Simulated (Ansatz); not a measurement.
Crystal: Tc.

```xyz
4
Lattice="2.7394 0.0000 0.0000 -1.3697 2.3724 0.0000 0.0000 0.0000 8.7697" Properties=species:S:1:pos:R:3 pbc="T T T"
Tc    1.3697    0.7908    6.5773
Tc    0.0000    0.0000    4.3848
Tc    0.0000    1.5816    2.1924
Tc    0.0000    0.0000    0.0000
```

Base run:

- Program: Ansatz 0.2.0
- Functional: PBE
- Potentials or basis: Ansatz PAW earlier set
- Cutoff: 500 eV
- Density cutoff: 2000 eV
- k mesh: 11 × 11 × 3
- Occupations: fermi-dirac, width 0.05 eV
- Spin: no spin polarisation

Its results: band gap on the k mesh none (metal or under the smearing width); pressure 4.3 GPa.

Problem. The run is repeated on the same cell with these changes: functional from PBE to PBEsol. What comes out?

Solution. Band gap on the k mesh none (metal or under the smearing width); pressure -5.3 GPa.

PBEsol binds more tightly than PBE, so the same cell stands under less pressure.

Caveats: the PAW data sets come from PBE, with cores solved anew for the run's functional, which leaves a small shift of forces and pressure (some runs).

Not every run made on this cell is shown here.
